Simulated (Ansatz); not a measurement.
Runs of Ansatz 0.2.0 on BAs. The structure is cubic, space group F-43m (No. 216). The conventional cell has a = 4.777 Å, b = 4.777 Å, c = 4.777 Å, α = 90.00°, β = 90.00°, γ = 90.00°. Around As (site symmetry -43m) lie 4 B at 2.07 Å. Around B (site symmetry -43m) lie 4 As at 2.07 Å. 

```csv
task,level,potentials or basis,spin,cell,k mesh,cutoff (eV),gap on the mesh (eV),pressure (GPa),relaxed volume (Å³/atom)
relaxation of cell and atoms,revPBE+D3(BJ),"all-electron LAPW, scalar-relativistic",off,relaxed,10 × 10 × 10,-,1.18,0.0,13.32
relaxation of cell and atoms,RPBE,"all-electron LAPW, scalar-relativistic",off,relaxed,10 × 10 × 10,-,(c),0.0,14.18
band structure,LDA,"all-electron LAPW, relativistic spinors","SOC, no magnetisation",as given,7 × 7 × 7,320,1.08,(a),-
relaxation of cell and atoms,BLYP+D3(BJ),"all-electron LAPW, scalar-relativistic",off,relaxed,10 × 10 × 10,-,(b),0.0,13.56
relaxation of cell and atoms,revPBE+D4,"all-electron LAPW, scalar-relativistic",off,relaxed,10 × 10 × 10,-,1.17,0.0,13.21
```

Alike in all rows: smearing fermi-dirac 0.05 eV; basis error allowed 0.001 eV/atom.

Q: Fill in the values left out.

A: (a) -3.9; (b) 1.41; (c) 1.26.

A k mesh can miss the band edges, and rows without SOC leave out spin-orbit coupling on As.

Runs at the PBE level aren't shown here.
